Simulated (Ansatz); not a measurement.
# CsCl: a single-point run

The task is a single-point run on CsCl. The structure is shown as the input types it.

Program: Ansatz 0.2.0. Level of theory: density functional or hybrid calculation with the settings of its input, plane waves (as first typed). These are calculated values, not measurements.

3 further runs of the same task are left out: 1 for a known fault of the program, 2 that didn't finish.

## 1. The system as given

Symmetry: Pm-3m, No. 221, cubic system. Conventional cell: a = 4.141 Å, b = 4.141 Å, c = 4.141 Å, α = 90.00°, β = 90.00°, γ = 90.00°. Cs (site symmetry m-3m) has 8 Cl at 3.59 Å as nearest neighbours. Cl (site symmetry m-3m) has 8 Cs at 3.59 Å as nearest neighbours.

As a file:

```
CELL_PARAMETERS angstrom
4.14068 0.00000 0.00000
0.00000 4.14068 0.00000
0.00000 0.00000 4.14068
ATOMIC_POSITIONS crystal
Cs 0.00000 0.00000 0.00000
Cl 0.50000 0.50000 0.50000
```

## 2. Running it

File input.yaml:

```yaml
crystal:
  lattice:
    - [4.140675878, 0.0, 0.0]
    - [0.0, 4.140675878, 0.0]
    - [0.0, 0.0, 4.140675878]
  atoms:
    - { symbol: Cs, position: [0.0, 0.0, 0.0] }
    - { symbol: Cl, position: [0.5, 0.5, 0.5] }
kpoints:
  mp_grid: { grid: [4, 4, 4] }
hamiltonian:
  xc: pbesol
scf:
  occupations: { method: fixed }
  n_extra_bands: 4
  max_iter: 93
output:
  forces: true
  stress: true
  eigenvalues: true
basis:
  ecutrho_ratio: 2
```

Command:

```bash
ansatz run input.yaml --threads 4 --pin off --max-ram 3686MiB --backend cpu --events-out ev --progress --plain --runs-dir out
```

**Question.** How will this run end, and is anything wrong with its input?

The program finished normally, with warnings (cutoff below recommended). Its log warns: «basis.ecutrho_ratio = 2 (ecutrho = 840 eV) is below the records' recommended 1680 eV»

In the input, basis.ecutrho_ratio is 2. The density grid can't hold the products of the orbitals.

To check: delete basis.ecutrho_ratio (the default then holds).
